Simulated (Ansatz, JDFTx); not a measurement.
This is a calculation of TiC for Ansatz 0.2.0. The cell is a database's computed one, not the measured one.

Contents of input.yaml:

```yaml
crystal:
  lattice:
    - [0.0, 2.1657188437, 2.1657188437]
    - [2.1657188437, 0.0, 2.1657188437]
    - [2.1657188437, 2.1657188437, 0.0]
  atoms:
    - { symbol: Ti, position: [0.0, 0.0, 0.0] }
    - { symbol: C, position: [0.5, 0.5, 0.5] }
kpoints:
  mp_grid: { grid: [11, 11, 11] }
scf:
  occupations: { method: fermi_dirac, width: 0.05 }
hamiltonian:
  xc: pbe
  dispersion: d3bj
  pseudopotentials: { kind: all_electron, lapw: { basis_error: 0.001 } }
output:
  forces: true
  stress: true
relax:
  f_tol: 0.02
  max_steps: 60
  cell: {}
```

Potentials or basis: all-electron LAPW, scalar-relativistic.

Run with:

```console
$ ansatz run input.yaml --threads 1 --pin off --max-ram 3072MiB --backend cpu --events-out ev --progress --plain --runs-dir out
```

Q: What does the same run look like in JDFTx 1.7.0 (patched build)? Potentials or basis there: PseudoDojo-SR-PBE-0.5-standard with smoothed tails, cutoff 1143 eV.

A: As run (cutoffs and basis follow the program's own potentials, and thresholds, step limits or extra output files can differ):

The input TiC.in:

```
include TiC.lattice
coords-type Lattice
include TiC.ionpos

ion-species pseudo/Ti.upf
ion-species pseudo/C.upf
elec-cutoff 42 336
elec-ex-corr gga-PBE
van-der-waals D3BJ
kpoint-folding 11 11 11
elec-smearing Fermi 0.0018374661
elec-n-bands 14
electronic-SCF nIterations 100 energyDiffThreshold 1e-09
electronic-minimize nIterations 30 energyDiffThreshold 1e-7
forces-output-coords Cartesian
lattice-minimize nIterations 40 energyDiffThreshold 1e-6

dump-name run.$VAR
dump End Ecomponents EigStats BandEigs Kpoints Forces Stress ElecDensity Dtot KEdensity
```

The input TiC.lattice:

```
lattice \
    0.0000000000     4.0926154775     4.0926154775 \
    4.0926154775     0.0000000000     4.0926154775 \
    4.0926154775     4.0926154775     0.0000000000
```

TiC.ionpos

```
ion Ti     0.0000000000     0.0000000000     0.0000000000 1
ion C      0.5000000000     0.5000000000     0.5000000000 1
```

Potentials or basis: PseudoDojo-SR-PBE-0.5-standard with smoothed tails.

Run with:

```sh
$ jdftx -c 1 -i TiC.in -o TiC.out
```

Both were run:

|  | Ansatz | JDFTx |
| --- | --- | --- |
| Relaxed volume | 9.88 Å³/atom | 9.88 Å³/atom |
| Relaxed cell | a = 3.034 Å, b = 3.034 Å, c = 3.034 Å, α = 60.00°, β = 60.00°, γ = 60.00° | a = 3.035 Å, b = 3.035 Å, c = 3.035 Å, α = 60.00°, β = 60.00°, γ = 60.00° |
| Space group after relaxing | Fm-3m (No. 225) | Fm-3m (No. 225) |
| Pressure after relaxing | 0.0 GPa | 0.0 GPa |

Where Ansatz's input types no cutoff or centring, it takes its own default and a Γ-centred mesh.

Pressure is positive in compression.
